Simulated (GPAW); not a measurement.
# Ti (P6/mmm) in GPAW: equation of state

How stiff is Ti in PBE, and what volume does it want? The cell is scaled to several volumes.

All numbers are computed with GPAW 26.7.0; they aren't measurements. Logs are shortened: lines on timing, memory, paths and dates and some standing lists are left out, and cuts for length are marked. The log counts tension as positive stress, the text compression.

### 1 The crystal as given

It takes space group P6/mmm (No. 191, hexagonal). The conventional cell has a = 4.567 Å, b = 4.567 Å, c = 2.826 Å, α = 90.00°, β = 90.00°, γ = 120.00°. Ti (site symmetry -6m2) has 11 Ti at 2.64 to 2.99 Å as nearest neighbours. Ti (site symmetry 6/mmm) has 14 Ti at 2.83 to 2.99 Å as nearest neighbours.

This isn't the form of Ti at room conditions, which is hcp.

### 2 Equation of state, PBE

File run.py:

```python
from ase.eos import EquationOfState
from ase.io import Trajectory, read
from ase.units import GPa
from gpaw import GPAW, PW

atoms = read('Ti.xyz')

traj = Trajectory('eos.traj', 'w')
volumes, energies = [], []
for x in [0.94, 0.96, 0.98, 1.0, 1.02, 1.04, 1.06]:
    a = atoms.copy()
    a.set_cell(atoms.cell * x**(1 / 3), scale_atoms=True)
    calc = GPAW(mode=PW(600),
                xc='PBE',
                kpts={'size': (7, 7, 9), 'gamma': True},
                occupations={'name': 'fermi-dirac', 'width': 0.05},
                nbands=34,
                convergence={'density': 1e-05, 'energy': 1e-05},
                maxiter=150,
                txt=f'eos-{x:.2f}.txt')
    a.calc = calc
    energies.append(a.get_potential_energy(force_consistent=True))
    volumes.append(a.get_volume())
    p = -a.get_stress()[:3].mean() / GPa
    calc.write(f'eos-{x:.2f}.gpw')
    traj.write(a)
    print(f'{x:.2f} {volumes[-1]:10.4f} A^3 {energies[-1]:14.6f} eV {p:9.3f} GPa', flush=True)

v0, e0, B = EquationOfState(volumes, energies, eos='birchmurnaghan').fit()
print(f'V0 = {v0:.4f} A^3, E0 = {e0:.6f} eV, B0 = {B / GPa:.2f} GPa')
```

File Ti.xyz:

```xyz
3
Lattice="4.5673748306 0.0000000000 0.0000000000 -2.2836874153 3.9554626319 0.0000000000 0.0000000000 0.0000000000 2.8262442700" Properties=species:S:1:pos:R:3 pbc="T T T"
Ti     2.2836874155      1.3184875438      1.4131221350
Ti    -0.0000000002      2.6369750881      1.4131221350
Ti     0.0000000000      0.0000000000      0.0000000000
```

Potentials or basis: GPAW PAW data sets (gpaw-data 1.2.1), pw.

Started as:

```console
$ OMP_NUM_THREADS=1 python run.py
```

Log:

```text
__  _  _
 | _ |_)|_||  |
 |__||  | ||/\| - 26.7.0

Input parameters:
  mode=PW(ecut=600.0),
  convergence={'density': 1e-05, 'energy': 1e-05},
  kpts=MonkhorstPack(size=(7, 7, 9), gamma=True),
  maxiter=150,
  nbands=34,
  occupations=Occupations(name='fermi-dirac', width=0.05),
  xc=XC(name='PBE')

Diagonalizing LCAO Hamiltonian
Converting LCAO to pw mode

         Ti
             Ti

       Ti

Atoms  # Å, Bohr magnetons
|   | symbol |         x |        y |        z |    initial magnetic moments |
|---|--------|-----------|----------|----------|-----------------------------|
| 0 |     Ti |  2.237068 | 1.291572 | 1.384275 | ( 0.0000,  0.0000,  0.0000) |
| 1 |     Ti | -0.000000 | 2.583144 | 1.384275 | ( 0.0000,  0.0000,  0.0000) |
| 2 |     Ti |  0.000000 | 0.000000 | 0.000000 | ( 0.0000,  0.0000,  0.0000) |

Unit cell  # Å
| periodic |         x |        y |        z |  lengths |     angles |
|----------|-----------|----------|----------|----------|------------|
|      yes |  4.474137 | 0.000000 | 0.000000 | 4.474137 |  90.000000 |
|      yes | -2.237068 | 3.874716 | 0.000000 | 4.474137 |  90.000000 |
|      yes |  0.000000 | 0.000000 | 2.768550 | 2.768550 | 120.000000 |

Number of symmetries: 24
Symmetry operations  # r_c * U_cc + t_c -> r_c
|    | kind |            matrix            |
|----|------|------------------------------|
|  0 |  σ   |  1, 1, 0,  0,-1, 0,  0, 0, 1 |
|  1 |  C2  |  1, 1, 0,  0,-1, 0,  0, 0,-1 |
|  2 |  C6  |  1, 1, 0, -1, 0, 0,  0, 0, 1 |
|  3 |  S6  |  1, 1, 0, -1, 0, 0,  0, 0,-1 |
|  4 |  E   |  1, 0, 0,  0, 1, 0,  0, 0, 1 |
|  5 |  σ   |  1, 0, 0,  0, 1, 0,  0, 0,-1 |
|  6 |  σ   |  1, 0, 0, -1,-1, 0,  0, 0, 1 |
|  7 |  C2  |  1, 0, 0, -1,-1, 0,  0, 0,-1 |
|  8 |  σ   |  0, 1, 0,  1, 0, 0,  0, 0, 1 |
|  9 |  C2  |  0, 1, 0,  1, 0, 0,  0, 0,-1 |
| 10 |  C3  |  0, 1, 0, -1,-1, 0,  0, 0, 1 |
| 11 |  S3  |  0, 1, 0, -1,-1, 0,  0, 0,-1 |
| 12 |  C6  |  0,-1, 0,  1, 1, 0,  0, 0, 1 |
| 13 |  S6  |  0,-1, 0,  1, 1, 0,  0, 0,-1 |
| 14 |  σ   |  0,-1, 0, -1, 0, 0,  0, 0, 1 |
| 15 |  C2  |  0,-1, 0, -1, 0, 0,  0, 0,-1 |
| 16 |  σ   | -1, 0, 0,  1, 1, 0,  0, 0, 1 |
| 17 |  C2  | -1, 0, 0,  1, 1, 0,  0, 0,-1 |
| 18 |  C2  | -1, 0, 0,  0,-1, 0,  0, 0, 1 |
| 19 |  i   | -1, 0, 0,  0,-1, 0,  0, 0,-1 |
| 20 |  C3  | -1,-1, 0,  1, 0, 0,  0, 0, 1 |
| 21 |  S3  | -1,-1, 0,  1, 0, 0,  0, 0,-1 |
| 22 |  σ   | -1,-1, 0,  0, 1, 0,  0, 0, 1 |
| 23 |  C2  | -1,-1, 0,  0, 1, 0,  0, 0,-1 |

BZ-sampling:
  Number of BZ points: 441
  Number of IBZ points: 40

  Monkhorst-Pack size: [7, 7, 9]
  Monkhorst-Pack shift: [0, 0, 0]

K-points  # in reciprocal-cell coordinates
|     |                                coordinates |     weight |
|-----|--------------------------------------------|------------|
|   0 | (  0.00000000,   0.00000000,   0.00000000) | 0.00226757 |
|   1 | (  0.00000000,   0.00000000,   0.11111111) | 0.00453515 |
|   2 | (  0.00000000,   0.00000000,   0.22222222) | 0.00453515 |
|   3 | (  0.00000000,   0.00000000,   0.33333333) | 0.00453515 |
|   4 | (  0.00000000,   0.00000000,   0.44444444) | 0.00453515 |
|   5 | (  0.14285714,   0.00000000,   0.00000000) | 0.01360544 |
|   6 | (  0.14285714,   0.00000000,   0.11111111) | 0.02721088 |
|   7 | (  0.14285714,   0.00000000,   0.22222222) | 0.02721088 |
|   8 | (  0.14285714,   0.00000000,   0.33333333) | 0.02721088 |
|   9 | (  0.14285714,   0.00000000,   0.44444444) | 0.02721088 |
| ... |                                            |            |
|  39 | (  0.42857143,   0.42857143,   0.44444444) | 0.02721088 |

Plane wave coefficients: 1625
Cutoff: 600.0 eV

Spin-components: 1 (collinear spins)
Bands:           34
Projectors:      18
Spin-degeneracy: 2
Datatype:        complex128

Parallelization:
  kpt:    1
  domain: 1
  band:   1

Density:
  Valence electrons: 36.0
  Components: 1
  Grid points: [27 27 16]
  Charge: 0.0  # |e|

Potential:
  Grid points: [27 27 16]

species:
  Ti:
    name:    Titanium
    Z:       22.0
    valence: 12
    core:    10
    charge:  0.0  # [|e|]
    compensation charges:
      type: gauss
      rc: 0.38  # [Å]
      lmax: 2
    cutoffs:
      filter: 2.23  # [Å]
      core: 1.02  # [Å]
    projectors
    | kind |    occ | energy [eV] | rcut [Å] |
    |------|--------|-------------|----------|
    |   3s |  2.000 |     -62.623 |    1.270 |
    |   4s |  2.000 |      -4.466 |    1.270 |
    |   3p |  6.000 |     -38.862 |    1.058 |
    |   4p |  0.000 |      -1.466 |    1.058 |
    |   3d |  2.000 |      -4.258 |    1.058 |
    |    d |        |      22.953 |    1.058 |

    Using partial waves for Ti as LCAO basis

Reference energy: -69672.042845  # eV

eigensolver:
  PPCG
  Converge bands: occupied
  niter=2

density mixing:
  MSR1-Mixer
  Pratt-step length: 0.05
  Maximum mixing coefficient: 0.75
  Old densities: 10
  SVD Regularization: 0.005
  Good broyden scale: 1.0
  Trust region scale: 1.0
  Backstep threshold: 4.0
  History deletion threshold: 6.0
  Fourier metric: weight=20.0, sigma=0.015

occupation numbers:
  Fermi-Dirac:
    width: 0.0500  # eV

poisson solver:
  ecut: 4800.0  # eV

xc functional:
  name: PBE with 2 nearest neighbor stencil

convergence criteria:
- Maximum integral of absolute [dens]ity change: 1e-05 electrons / valence electron
- Maximum [total energy] change in last 3 cyles: 1e-05 eV / valence electron
- Maximum integral of absolute [eigenst]ate change: 4e-08 eV^2 / valence electron
maximum number of iterations: 150

SCF iterations
|iter     | |      energy | eigst |  dens |
|---------|-|-------------|-------|-------|
|iter:   1| |  -20.648359 | -0.07 |       |
|iter:   2| |  -20.487984 | -2.41 | -1.25 |
|iter:   3| |  -20.578162 | -1.03 | -1.29 |
|iter:   4| |  -20.026245 | -1.74 | -1.23 |
|iter:   5| |  -19.920866 | -2.77 | -1.50 |
|iter:   6| |  -19.941198 | -2.78 | -1.96 |
|iter:   7| |  -19.925899 | -3.25 | -2.02 |
|iter:   8| |  -19.925841 | -4.24 | -2.77 |
|iter:   9| |  -19.925866c| -6.25 | -3.71 |
|iter:  10| |  -19.925876c| -6.80 | -4.10 |
|iter:  11| |  -19.925876c| -7.58c| -4.99 |
|iter:  12| |  -19.925876c| -8.30c| -5.64c|

Converged in 12 steps
Energy contributions relative to reference atoms: (reference = -69672.042845)

Energy contributions:
  Kinetic:          25.319079
  Coulomb:         -22.066898
  Zero:              0.034488
  External:          0.000000
  Xc:              -23.201557
  Entropy:          -0.021975
  Spinorbit:         0.000000
  ----------------------------
  Free energy:     -19.936863
  Extrapolated:    -19.925876

dipole moment: (-7.128904, -12.347624, -8.822584)  # |e|*Ang

Fermi level: 9.343
Eigenvalues  # (at kpt = [0.000, 0.000, 0.000])
| band index |      eig [eV] | occ [0-2] |
|------------|---------------|-----------|
|          0 |       -47.374 |     2.000 |
|        ... |               |           |
|         11 |       -22.950 |     2.000 |
|         12 |         3.135 |     2.000 |
|         13 |         7.217 |     2.000 |
|         14 |         8.618 |     2.000 |
|         15 |         8.618 |     2.000 |
|         16 |         8.708 |     2.000 |
|         17 |         8.708 |     2.000 |
|         18 |         9.342 |     1.007 |
|         19 |        10.075 |     0.000 |
|         20 |        10.724 |     0.000 |
|         21 |        10.724 |     0.000 |
|         22 |        11.291 |     0.000 |
|         23 |        11.291 |     0.000 |
|         24 |        11.382 |     0.000 |
|         25 |        11.382 |     0.000 |
|         26 |        13.417 |     0.000 |
|        ... |               |           |
|         33 |        19.541 |     0.000 |

No gap
No difference between direct/indirect transitions

Stress tensor  # eV/Ang^3
|         x |         y |         z |
|-----------|-----------|-----------|
| -0.051463 |  0.000000 |  0.000000 |
|  0.000000 | -0.051463 |  0.000000 |
|  0.000000 |  0.000000 | -0.052450 |

# Writing to eos-0.94.gpw (mode='')
```

Run time: 7 min. Hardware: 1 thread of Arm Neoverse V1, shared host; peak memory 0.37 GiB.

Results:

- Equilibrium volume: 17.21 Å³/atom
- Bulk modulus at fixed shape and positions: 113 GPa
- Pressure derivative of the bulk modulus: 3.4

Energy against volume, from the lowest point:
| volume (Å³/atom) | energy (meV/atom) |
| --- | --- |
| 15.999 | 32.74 |
| 16.339 | 16.14 |
| 16.679 | 5.51 |
| 17.020 | 0.28 |
| 17.360 | 0.00 |
| 17.701 | 4.29 |
| 18.041 | 12.75 |

Caveat: the cell was scaled at fixed shape and fractional positions, which overstates the stiffness of a crystal with free parameters, most of all of layers and chains.
